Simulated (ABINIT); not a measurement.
Runs of ABINIT 10.8.3 (patched build) on SiC (Moissanite). Symmetry: P6_3mc, No. 186, hexagonal system. Conventional cell: a = 3.076 Å, b = 3.076 Å, c = 5.048 Å, α = 90.00°, β = 90.00°, γ = 120.00°. Si (site symmetry 3m) has 4 C at 1.87 to 1.94 Å as nearest neighbours. C (site symmetry 3m) is surrounded by 4 Si at 1.87 to 1.94 Å. 

| cell | gap on the mesh (eV) | pressure (GPa) |
| --- | --- | --- |
| relaxed to 20 GPa | 2.32 | 20.0 |
| relaxed to 10 GPa | (b) | 10.0 |
| relaxed to 30 GPa | 2.27 | 30.0 |
| relaxed | 2.46 | 0.0 |
| relaxed to 5 GPa | (a) | 5.0 |

Alike in all rows: task relaxation of cell and atoms; level PBE; potentials or basis JTH PAW PBE v2.0; no spin polarisation; k mesh 10 × 10 × 5; cutoff (eV) 517; smearing fermi-dirac 0.05 eV.

Task: Fill in the values left out.

Result: (a) 2.42; (b) 2.39.

Caveats: an odd mesh through Γ misses points on the zone boundary, where band edges often lie.
